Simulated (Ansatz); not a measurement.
**CsCl: the volume at rest**

CsCl in the CsCl structure, starting from this typed cell of 37.04 Å³ an atom.

```
CELL_PARAMETERS angstrom
4.20000 0.00000 0.00000
0.00000 4.20000 0.00000
0.00000 0.00000 4.20000
ATOMIC_POSITIONS crystal
Cs 0.00000 0.00000 0.00000
Cl 0.50000 0.50000 0.50000
```

Computed with Ansatz (plane-wave DFT, scalar-relativistic): k mesh 4×4×4; fixed occupations; no spin. Cell and atoms are relaxed to zero stress with the symmetry kept and no dispersion correction.

Caveats: coarse k mesh.

Q: What volume results under PBE, and how much do the potentials matter?

A: 
| functional | potentials | cutoff (eV) | volume (Å³/atom) | change (%) |
| --- | --- | --- | --- | --- |
| PBE | all-electron PAW datasets (no frozen core) | 240 | 37.22 | 0.5 |
| PBE | Ansatz hand-made PAW | 660 | 37.21 | 0.5 |
| PBE | PseudoDojo norm-conserving | 789 | 37.15 | 0.3 |
| PBE | Ansatz norm-conserving | 789 | 37.18 | 0.4 |
